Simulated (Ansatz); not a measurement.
(001) slab cut from the bulk of TiAl$_{3}$, 15 Å of vacuum:

```xyz
12
Lattice="3.8240 0.0000 0.0000 0.0000 3.8240 0.0000 0.0000 0.0000 25.7048" Properties=species:S:1:pos:R:3 pbc="T T T"
Al    1.9120    0.0000    7.5000
Al    0.0000    1.9120    7.5000
Ti    1.9120    1.9120    9.6410
Al    0.0000    0.0000    9.6410
Al    0.0000    1.9120   11.7819
Al    1.9120    0.0000   11.7819
Ti    0.0000    0.0000   13.9229
Al    1.9120    1.9120   13.9229
Al    1.9120    0.0000   16.0638
Al    0.0000    1.9120   16.0638
Ti    1.9120    1.9120   18.2048
Al    0.0000    0.0000   18.2048
```

Method: DFT r2SCAN, scalar-relativistic, plane waves, PAW (Ansatz). Cutoff 500 eV; k points 9×9×1 on the computed 12-atom cell (Γ-centred); Gaussian smearing, width 0.10 eV; no spin polarisation. The cell repeats along c with a dipole correction in the vacuum.

This base run converges in 10 iterations with a largest force of 0.691 eV/Å and a work function of 4.19 eV on the top face.

One setting at a time is then changed, some of them on purpose to poor values; changes count from the base run, energies are extrapolated to zero smearing, γ keeps the base's bulk energy, atoms stay where they are, and risky runs are capped at 50 to 100 iterations.

(1) What happens with vacuum of 10 Å?

(2) What happens with the slab thinned to 4 atoms (same faces, atoms at the bulk's places)?

(3) What happens with no dipole correction, vacuum of 5 Å?

(4) What happens with field of 0.1 V/Å along c?

(5) What happens with field of -0.3 V/Å along c?

In some of the runs (vacuum 10, vacuum 7) charge leaks into the vacuum, so their work functions can be off.

Answers

(1) It converges in 10 iterations; ΔE (meV/atom) 0.0, Δγ (J/m²) 0.000, Δφ top (eV) -0.01, largest force (eV/Å) 0.691, largest change of a force (eV/Å) 0.000.

(2) It converges in 8 iterations; ΔE (meV/atom) +550.8, Δγ (J/m²) -0.125, Δφ top (eV) 0.00, largest force (eV/Å) 1.062.

(3) It converges in 9 iterations; ΔE (meV/atom) -4.7, Δγ (J/m²) -0.031, largest force (eV/Å) 0.712, largest change of a force (eV/Å) 0.142.

(4) It converges in 10 iterations; ΔE (meV/atom) -0.5, largest force (eV/Å) 0.687, largest change of a force (eV/Å) 0.010.

(5) It converges in 11 iterations; ΔE (meV/atom) -4.4, largest force (eV/Å) 0.702, largest change of a force (eV/Å) 0.025.

Cost: 10 runs of about 9.6 core-minutes in all, on AMD EPYC 7R43 (Zen 3) (shared hosts).